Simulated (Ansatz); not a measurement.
## Cu in Ansatz: convergence with smearing width

Cu:

```
Cu
1.0
     2.53076    0.00000    0.00000
    -1.26538    2.19171    0.00000
     0.00000    0.00000    8.26182
Cu
4
Direct
  0.66667 0.33333 0.75000
  0.00000 0.00000 0.50000
  0.33333 0.66667 0.25000
  0.00000 0.00000 0.00000
```

This isn't the form of Cu at room conditions, which is fcc.

```yaml
Program: Ansatz 0.2.0
Task: convergence study
Functional: r2SCAN
Potentials_or_basis: JTH PAW
Cutoff: "1350 eV (not typed: the program's choice for these potentials)"
k_mesh: 10 × 10 × 3
Occupations: methfessel-paxton, width 0.3 eV
Spin: no spin polarisation
```

These are the settings of the first run; the series varies smearing width, with any setting tied to it.

Hardware: 2 threads of AMD EPYC 9R45 96-Core Processor (Zen 5), with other jobs on the host.

```
smearing width  energy less the tightest run, at zero smearing (meV/atom)  SCF cycles  CPU time (s)  peak memory (GiB)
        0.3 eV                                                       0.56          10           9.5               0.99
        0.2 eV                                                       0.02          10           9.2               0.99
       0.15 eV                                                      -0.02          10           9.1               0.99
        0.1 eV                                                       0.02           9           8.7               0.99
       0.05 eV                                                      -0.06          10           9.4               0.99
      0.025 eV                                                      -0.03           9           8.9               0.98
       0.01 eV                                                      -0.01          10           9.3               0.98
      0.005 eV                                                       0.00          11           9.6               0.98
```

Against the tightest run, the energy stays within 1 meV/atom from 0.3 eV on. Narrower smearing needs a denser k mesh, so at a fixed mesh the narrowest width isn't the most accurate. The tightest run that finished is the yardstick and may itself not be fully converged.
